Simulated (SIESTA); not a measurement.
La2O3:

```
CELL_PARAMETERS angstrom
6.26678 0.00000 0.00000
-3.13339 5.42719 0.00000
0.00000 0.00000 3.29977
ATOMIC_POSITIONS crystal
La 0.66667 0.33333 0.50000
La 0.33333 0.66667 0.50000
O 0.50801 0.00000 0.00000
O 0.00000 0.50801 0.00000
O 0.49199 0.49199 0.00000
```

The cell comes from a database or a generator and needn't be the stable form of this composition.

Base run:

```yaml
Program: SIESTA 5.4.2
Functional: LDA
Potentials_or_basis: PseudoDojo 0.4 standard (PBE and LDA files)
Basis: DZP (energy shift 0.003 Ry; two zetas on semicore shells)
Grid_cutoff: 800 Ry
Energy_shift: 0.003 Ry
k_mesh: 5 × 5 × 8
Occupations: fermi-dirac, width 0.05 eV
Spin: no spin polarisation
```

Its results: band gap on the k mesh 1.10 eV, indirect (least direct gap 1.45 eV); pressure 2.5 GPa; largest force 0.044 eV/Å.

Q: The run is repeated on the same cell with these changes: functional from LDA to PBEsol; potentials or basis from PseudoDojo 0.4 standard (PBE and LDA files) to PseudoDojo 0.4 standard (PBEsol files). What comes out?

A: Band gap on the k mesh 1.23 eV, indirect (least direct gap 1.54 eV); pressure 4.4 GPa; largest force 0.034 eV/Å.

Caveats: spin-orbit coupling is left out, which moves the levels of the heavy elements; the basis of atomic orbitals isn't converged, which shifts pressures, moduli and gaps; the potentials were made for another functional, which shifts forces and pressure (some runs).

Not every run made on this cell is shown here.
